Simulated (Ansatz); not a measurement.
# CoO: frozen-core PAW against all-electron methods

```yaml
crystal:
  lattice:
    - [0.00000, 2.24956, 2.24956]
    - [2.24956, 0.00000, 2.24956]
    - [2.24956, 2.24956, 0.00000]
  atoms:
    - { symbol: Co, position: [0.00000, 0.00000, 0.00000] }
    - { symbol: O, position: [0.25000, 0.25000, 0.25000] }
```

Atoms are numbered in the order listed.

The cell was built from the zincblende type and relaxed in the same program, and has space group F-43m; it needn't be a known or the stable phase.

Semilocal functionals without U often leave such compounds metallic or with too small a gap, and the real magnetic order may differ.

The magnetic state is the one reached from the start moments; no search over orders was made, so it needn't be the ground state.

All numbers are computed: DFT, PBE, PAW with Ansatz's default frozen-core files, scalar-relativistic (Ansatz 0.2.0); DFT, PBE, all-electron PAW with datasets made for the crystal, scalar-relativistic (Ansatz 0.2.0); DFT, PBE, all-electron LAPW, scalar-relativistic (Ansatz 0.2.0).

For PAW: a Γ-centred 13×13×13 k mesh, Fermi–Dirac smearing of 0.05 eV, cutoff 420 eV, spin-polarised from start moments Co1 2 μB. The crystal-made all-electron datasets (AE datasets) take a cutoff of 460 eV at this cell. LAPW targets a basis error of 0.5 meV/atom. The Ansatz runs share mesh, smearing and spin set-up. Plane-wave (PAW) pressures include the program's estimate of the Pulay term.

Stress and pressure are positive in compression.

Levels count from the Fermi level.

| quantity | PAW | AE datasets | LAPW |
| --- | --- | --- | --- |
| pressure (GPa) | 0.01 | 0.21 | 0.21 |
| moment of the cell (μB) | 2.754 | 2.749 | 2.749 |
| highest filled spin-up level at Γ (eV) | -2.197 | -2.159 | -2.159 |
| lowest empty spin-up level at Γ (eV) | 0.120 | 0.129 | 0.129 |
| highest filled spin-up level at L (eV) | -0.526 | -0.519 | -0.519 |
| lowest empty spin-up level at L (eV) | 5.689 | 5.703 | 5.703 |

PAW's pressure differs from the LAPW value by -0.20 GPa.
